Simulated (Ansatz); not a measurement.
## Ti: energy along a strain

Ti, Fm-3m, a = 4.056 Å. This isn't the element's structure at ambient conditions. Ansatz: PBEsol, PAW, 420 eV, Γ-centred 26×26×26 mesh on 1 atom, Gaussian smearing 0.15 eV; no spin polarisation. Cell vectors (Å): 0.000 2.028 2.028; 2.028 0.000 2.028; 2.028 2.028 0.000. The cell is strained by x per cent times the pattern (0 0 1 0 0 0) in the order xx yy zz yz xz xy (engineering shears), with fractional coordinates held. y is the free energy over the start, V0 = 16.680 Å³/atom.

| x (%) | y (meV/atom) |
| --- | --- |
| -2.00 | ? |
| -1.50 | 1.76 |
| -1.00 | 0.80 |
| -0.50 | 0.22 |
| 0.00 | 0.00 |
| 0.50 | 0.14 |
| 1.00 | 0.64 |
| 1.50 | 1.48 |
| 1.75 | 2.02 |
| 2.00 | 2.65 |

Fit y = c1 x + c2 x² + c3 x³ to the other rows, get the stiffness along the pattern, and predict the missing energy.

Least squares on the rows shown. y = −0.07028 x + 0.7194 x² − 0.01081 x³. The clamped-ion stiffness p·C·p = 2 × 7.194 eV × 160.2 / 16.680 Å³ = 138 GPa, which is C33 in these axes (C11 of the cubic crystal); c1 is there for the stress left in the start, which by itself gives a slope of -0.07 meV/atom per %. At x = -2.00 the fit asked for gives 3.10 meV/atom. The run gave 3.09 meV/atom, so the fit is 0.01 meV/atom too high, a small miss on the scale of the series.

The energy rises almost quadratically in both directions, with compression costing more than extension at every matched strain. Within this range, most of that asymmetry comes from the linear term: the starting cell is slightly compressed along the strained axis, so a small extension relieves stress. The negative cubic term adds the usual anharmonic stiffening under compression, as overlap repulsion and electron kinetic energy grow faster than the d-band bonding gains. With one atom per primitive cell there is no internal coordinate to relax, so the clamped-ion value of 138 GPa is also the full static stiffness for this strain.

Uniaxial strain with the lateral axes fixed changes both volume and tetragonal shape, so C11 combines the bulk modulus with the tetragonal shear modulus. Its positive value shows resistance to this combined deformation, but a soft tetragonal shear could be hidden beneath the volume term. Mechanical stability of the fcc phase therefore doesn't follow from this curve alone; it also requires C11 to exceed C12 and C44 to be positive.
